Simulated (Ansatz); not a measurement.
Crystal: TaN.

```
Ta N
1.0
     2.93800    0.00000    0.00000
    -1.46900    2.54438    0.00000
     0.00000    0.00000    2.88300
Ta N
1 1
Direct
  0.00000 0.00000 0.50000
  0.66667 0.33333 0.00000
```

| Quantity | Value |
| --- | --- |
| Program | Ansatz 0.2.0 |
| Task | single point |
| Functional | PBE |
| Potentials or basis | Ansatz PAW |
| Cutoff | 420 eV (not typed: the program's choice for these potentials) |
| k mesh | 10 × 10 × 9 |
| Occupations | fermi-dirac, width 0.05 eV |
| Spin | no spin polarisation |

On this cell: pressure 4.7 GPa; largest force under 0.003 eV/Å; band gap on the k mesh none (metal or under the smearing width).

The same run follows on a disturbed copy (atoms moved at random, drawn with an rms of 0.05 Å):

```
CELL_PARAMETERS angstrom
2.93800 0.00000 0.00000
-1.46900 2.54438 0.00000
0.00000 0.00000 2.88300
ATOMIC_POSITIONS crystal
Ta 0.01144 0.00833 0.48326
N 0.65255 0.33881 0.00587
```

Question: What changes?

Answer: The energy (extrapolated to zero smearing) moves by +32.3 meV/atom; pressure 6.3 GPa; largest force 1.354 eV/Å; band gap on the k mesh none (metal or under the smearing width).

Forces in eV/Å, atoms in the order of the input:
```
Ta  -0.953 -0.135  0.952
N    0.953  0.135 -0.952
```

Stress tensor (GPa, compression positive):
```
 5.99  1.17 -1.71
 1.17  5.26 -0.30
-1.71 -0.30  7.62
```
